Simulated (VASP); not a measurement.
Input of a VASP 6.6.1 run:

The input INCAR:

```
SYSTEM = SiC
  PREC = Accurate
  ENCUT = 600
  EDIFF = 1E-6
  ISMEAR = -1
  SIGMA = 0.05
  LREAL = .FALSE.
  LASPH = .TRUE.
  NELM = 60
  ALGO = Normal
  ISIF = 3
  LWAVE = .FALSE.
  LCHARG = .FALSE.
  GGA = PE
  IVDW = 12
  IBRION = 2
  NSW = 60
  EDIFFG = -0.01
```

Contents of KPOINTS:

```
Automatic mesh
0
G
  10 10 2
  0 0 0
```

POSCAR

```
SiC
1.0
    3.0950000000      0.0000000000      0.0000000000
   -1.5475000000      2.6803486247      0.0000000000
    0.0000000000      0.0000000000     15.1700000000
Si C
6 6
Direct
    0.6666666667      0.3333333333      0.4583000000
    0.3333333333      0.6666666667      0.9583000000
    0.6666666667      0.3333333333      0.7917000000
    0.3333333333      0.6666666667      0.2917000000
    0.0000000000      0.0000000000      0.6250000000
    0.0000000000      0.0000000000      0.1250000000
    0.6666666667      0.3333333333      0.3333000000
    0.3333333333      0.6666666667      0.8333000000
    0.6666666667      0.3333333333      0.6667000000
    0.3333333333      0.6666666667      0.1667000000
    0.0000000000      0.0000000000      0.5000000000
    0.0000000000      0.0000000000      0.0000000000
```

Potentials or basis: VASP PAW PBE potentials, release 64 (Si, C).

Command:

```sh
$ cat potpaw_PBE.64/Si/POTCAR potpaw_PBE.64/C/POTCAR > POTCAR
$ mpirun -np 1 vasp_std > vasp.out
```

Question: Predict the relaxed cell.

Answer: a = 3.072 Å, b = 3.072 Å, c = 15.077 Å, α = 90.00°, β = 90.00°, γ = 120.00°.

Question: Estimate the relaxed volume.

Answer: 10.27 Å³/atom.

Question: Predict the dispersion energy per atom.

Answer: -0.303 eV.

Question: What does it give for the band gap on the k mesh?

Answer: 2.02 eV, indirect (least direct gap 3.13 eV).

Forces in eV/Å, atoms in the order of the input:
```
Si   0.000  0.000 -0.002
Si   0.000  0.000 -0.002
Si   0.000  0.000 -0.006
Si   0.000  0.000 -0.006
Si   0.000  0.000 -0.003
Si   0.000  0.000 -0.003
C    0.000  0.000  0.002
C    0.000  0.000  0.002
C    0.000  0.000  0.001
C    0.000  0.000  0.001
C    0.000  0.000  0.008
C    0.000  0.000  0.008
```

A k mesh can miss the band edges. Expect the measured gap to be larger: semilocal functionals such as PBE lack the derivative discontinuity.
